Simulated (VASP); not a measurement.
A run of VASP 6.6.1 is set up as follows.

File INCAR:

```
  PREC = Accurate
  ENCUT = 520
  EDIFF = 1E-6
  ISMEAR = -1
  SIGMA = 0.02
  LREAL = False
  LASPH = True
  NELM = 100
  ALGO = Normal
  ISIF = 2
  LWAVE = False
  LCHARG = True
  LVHAR = True
  KPAR = 4
```

The input KPOINTS:

```
regular mesh
0
Gamma
  11 11 11
```

File POSCAR:

```
C
1.0
    0.0000000000      1.7833700000      1.7833700000
    1.7833700000      0.0000000000      1.7833700000
    1.7833700000      1.7833700000      0.0000000000
C
2
Direct
    0.0000000000      0.0000000000      0.0000000000
    0.2500000000      0.2500000000      0.2500000000
```

Potentials or basis: VASP PAW LDA potentials, release 64 (C).

Run with:

```console
$ cat potpaw_LDA.64/C/POTCAR > POTCAR
$ mpirun -np 4 vasp_std > vasp.out
```

Estimate the pressure.

-11.6 GPa.

What does it give for the band gap on the k mesh?

4.10 eV, indirect (least direct gap 5.54 eV).

Caveat: an odd mesh through Γ misses points on the zone boundary, where band edges often lie. A hybrid or GW would open this gap; LDA tends to underestimate it.
